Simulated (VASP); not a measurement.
Write the native input for VASP 6.6.1 that does the following.

* Task: relaxation of cell and atoms
* Functional: PBE
* Potentials or basis: VASP PAW PBE potentials, release 64 (Ti_sv, B)
* Cutoff: 600 eV
* k mesh: 7 × 7 × 5
* Occupations: gaussian, width 0.2 eV
* Spin: no spin polarisation
* Dipole correction: no
* Further INCAR settings: ALGO = Fast; EDIFF = 1e-07; IBRION = 2; EDIFFG = -0.08; NSW = 36; ISIF = 3

The structure of TiB2 lies in POSCAR:

```
TiB2
1.0
    2.4297036100     -1.5196198700      0.0000000000
    2.4297036100      1.5196198700      0.0000000000
   -0.1380504900      0.0000000000      4.2900543400
Ti B
1 2
Direct
    0.0000000000      0.0000000000      0.0000000000
    0.3394990000      0.3394990000      0.7375149700
    0.6605010000      0.6605010000      0.2624850300
```

The cell was built by a generator and needn't be a form met in nature.

The cell isn't the ideal one: species swapped into the Bi2Pt type (C2/m, No. 12).

The input as run:

INCAR

```
SYSTEM = TiB2
ALGO = Fast
EDIFF = 1E-7
EDIFFG = -0.08
ENCUT = 600
GGA = PE
IBRION = 2
ISIF = 3
ISMEAR = 0
LASPH = .TRUE.
LCHARG = .FALSE.
LREAL = .FALSE.
LWAVE = .FALSE.
NELM = 100
NSW = 36
PREC = Accurate
SIGMA = 0.2
```

KPOINTS

```
k-points
0
G
  7 7 5
  0 0 0
```

Potentials or basis: VASP PAW PBE potentials, release 64 (Ti_sv, B).

Launch:

```console
$ cat potpaw_PBE.64/Ti_sv/POTCAR potpaw_PBE.64/B/POTCAR > POTCAR
$ mpirun -np 1 vasp_std > vasp.out
```

It gave:

| Property | Result |
| --- | --- |
| Relaxed volume | 8.59 Å³/atom |
| Relaxed cell | a = 3.038 Å, b = 3.038 Å, c = 3.227 Å, α = 89.98°, β = 89.98°, γ = 59.96° |
| Space group after relaxing (to 0.05 Å) | P6/mmm (No. 191) |
| Energy gained by relaxing | 2756.7 meV/atom |
| Ionic steps | 16 |
| Pressure after relaxing | -0.7 GPa |
| Largest force after relaxing | 0.034 eV/Å |
| Band gap on the k mesh | none (metal or under the smearing width) |

Caveat: the volume moved by over 15 % at a fixed basis, so the end points are rough; the relaxation stopped at a loose force limit of 0.08 eV/Å, so its end isn't a converged minimum.

Wall time 15 min on 1 thread of Intel(R) Xeon(R) Platinum 8488C (Sapphire Rapids), on a shared host, peak memory 0.21 GiB.
